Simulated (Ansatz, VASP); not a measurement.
**P in VASP and in Ansatz**

The input INCAR:

```
SYSTEM = P
ALGO = Normal
EDIFF = 1E-6
ENCUT = 520
GGA = PE
ISIF = 2
ISMEAR = 0
IVDW = 12
LASPH = .TRUE.
LCHARG = .FALSE.
LREAL = .FALSE.
LWAVE = .FALSE.
NBANDS = 8
NELM = 100
PREC = Accurate
SIGMA = 0.05
```

File KPOINTS:

```
k-points
0
G
  18 18 18
  0 0 0
```

File POSCAR:

```
P
1.0
    2.5585688000      0.0000000000      0.0000000000
    0.0000000000      2.5585688000      0.0000000000
    0.0000000000      0.0000000000      2.5585688000
P
1
Direct
    0.0000000000      0.0000000000      0.0000000000
```

Input for Ansatz:

```yaml
crystal:
  lattice:
    - [2.5585688, 0.0, 0.0]
    - [0.0, 2.5585688, 0.0]
    - [0.0, 0.0, 2.5585688]
  atoms:
    - { symbol: P, position: [0.0, 0.0, 0.0] }
basis:
  ecutwfc: 420
  ecutrho_ratio: 4
kpoints:
  mp_grid: { grid: [18, 18, 18] }
hamiltonian:
  xc: pbe
  dispersion: d3bj
scf:
  occupations: { method: gaussian, width: 0.05 }
output:
  forces: true
  stress: true
  eigenvalues: true
```

The cell was built by a generator and needn't be a form met in nature.

Alike in both runs: task single point; functional PBE; dispersion D3(BJ); k mesh 18 × 18 × 18; occupations gaussian, width 0.05 eV; no spin polarisation.

|  | VASP | Ansatz |
| --- | --- | --- |
| version | VASP 6.6.1 | Ansatz 0.2.0 |
| potentials or method | VASP PAW PBE potentials, release 64 (P) | scalar-relativistic, plane waves, PAW |
| plane-wave cutoff (eV) | 520 | 420 |
| valence electrons in the cell | 5 | 5 |

Ansatz gave:

- gap on the k mesh at the Fermi level (eV): none
- pressure (GPa): -14.3

Question: What did VASP give for the same quantities?

Answer: gap on the k mesh at the Fermi level (eV): none; pressure (GPa): -14.4.

A gap of «none» marks a metal or a gap that the smearing closes.

Caveats: pairwise dispersion overbinds metals, which lowers pressure and volume.
